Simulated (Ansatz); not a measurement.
Here is an Ansatz 0.2.0 calculation.

Contents of input.yaml:

```yaml
crystal:
  lattice:
    - [4.5854715599, 0.0, 0.0]
    - [-2.29273578, 3.9711348592, 0.0]
    - [0.0, 0.0, 6.5797601]
  atoms:
    - { symbol: Mo, position: [0.5, 0.5, 0.8333333333] }
    - { symbol: Mo, position: [0.0, 0.5, 0.1666666667] }
    - { symbol: Mo, position: [0.5, 0.0, 0.5] }
    - { symbol: Si, position: [0.16387298, 0.32774596, 0.5] }
    - { symbol: Si, position: [0.67225404, 0.83612702, 0.1666666667] }
    - { symbol: Si, position: [0.83612702, 0.16387298, 0.8333333333] }
    - { symbol: Si, position: [0.83612702, 0.67225404, 0.5] }
    - { symbol: Si, position: [0.32774596, 0.16387298, 0.1666666667] }
    - { symbol: Si, position: [0.16387298, 0.83612702, 0.8333333333] }
hamiltonian:
  xc: pbesol
  pseudopotentials: { kind: paw }
  dispersion: d4
kpoints:
  mp_grid: { grid: [7, 7, 4] }
scf:
  occupations: { method: fermi_dirac, width: 0.05 }
output:
  forces: true
  stress: true
  eigenvalues: true
relax:
  f_tol: 0.01
  max_steps: 40
  cell: { stress_tol: 0.05 }
```

Potentials or basis: Ansatz PAW.

The run is started by

```bash
$ ansatz run input.yaml --threads 4 --pin off --max-ram 11264MiB --backend cpu --events-out ev --progress --plain --runs-dir out
```

(1) Predict the relaxed cell.

(2) Estimate the space group after relaxing (to 0.05 Å).

(3) What does it give for the band gap on the k mesh?

Answers

(1) a = 4.548 Å, b = 4.548 Å, c = 6.535 Å, α = 90.00°, β = 90.00°, γ = 120.00°.

(2) P6_222 (No. 180).

(3) 0.26 eV, indirect (least direct gap 0.65 eV).

Caveat: odd divisions of the mesh miss points on the zone boundary, where band edges often lie, so the gap on the mesh can be too wide; the plane-wave basis is chosen anew once the cell has moved, so the energies of steps on either side of that aren't comparable.
